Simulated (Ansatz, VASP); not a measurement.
## Two plane-wave programs on HfC

The input INCAR:

```
SYSTEM = HfC
PREC = Accurate
ENCUT = 520
EDIFF = 1E-6
ISMEAR = -1
SIGMA = 0.05
LREAL = .False.
LASPH = .True.
NELM = 60
ALGO = Normal
ISIF = 2
LWAVE = .False.
LCHARG = .False.
GGA = PS
NBANDS = 14
```

File KPOINTS:

```
regular mesh
0
Gamma
  15 15 15
  0 0 0
```

File POSCAR:

```
HfC
1.0
    0.0000000000      2.3035719786      2.3035719786
    2.3035719786      0.0000000000      2.3035719786
    2.3035719786      2.3035719786      0.0000000000
Hf C
1 1
Direct
    0.5000000000      0.5000000000      0.5000000000
    0.0000000000      0.0000000000      0.0000000000
```

Input for Ansatz:

```yaml
crystal:
  lattice:
    - [0.0, 2.3035719786, 2.3035719786]
    - [2.3035719786, 0.0, 2.3035719786]
    - [2.3035719786, 2.3035719786, 0.0]
  atoms:
    - { symbol: Hf, position: [0.5, 0.5, 0.5] }
    - { symbol: C, position: [0.0, 0.0, 0.0] }
kpoints:
  mp_grid: { grid: [15, 15, 15] }
scf:
  occupations: { method: fermi_dirac, width: 0.05 }
hamiltonian:
  xc: pbesol
  pseudopotentials: { kind: paw }
output:
  forces: true
  stress: true
  eigenvalues: true
  populations: true
  write_density: true
  write_potential: true
  elf: true
  volumetric_format: npy
```

Alike in both runs: task single point; functional PBEsol; k mesh 15 × 15 × 15; occupations fermi-dirac, width 0.05 eV; no spin polarisation.

```csv
,VASP,Ansatz
version,VASP 6.6.1,Ansatz 0.2.0
potentials or method,"VASP PAW PBE potentials, release 64 (Hf_pv, C)","PAW with Ansatz's default frozen-core files, scalar-relativistic"
plane-wave cutoff (eV),520,420
valence electrons in the cell,14,30
```

```csv
,VASP,Ansatz,Ansatz less VASP
pressure (GPa),-0.4,0.0,+0.33
```

With one functional, cell and mesh, what is left measures potentials, basis and numerics. The two sets of potentials don't hold the same shells in valence.

Caveats: the PAW data sets were made with another functional, which shifts forces and pressure a little (VASP). Spin-orbit coupling is left out, which matters for the levels of Hf.
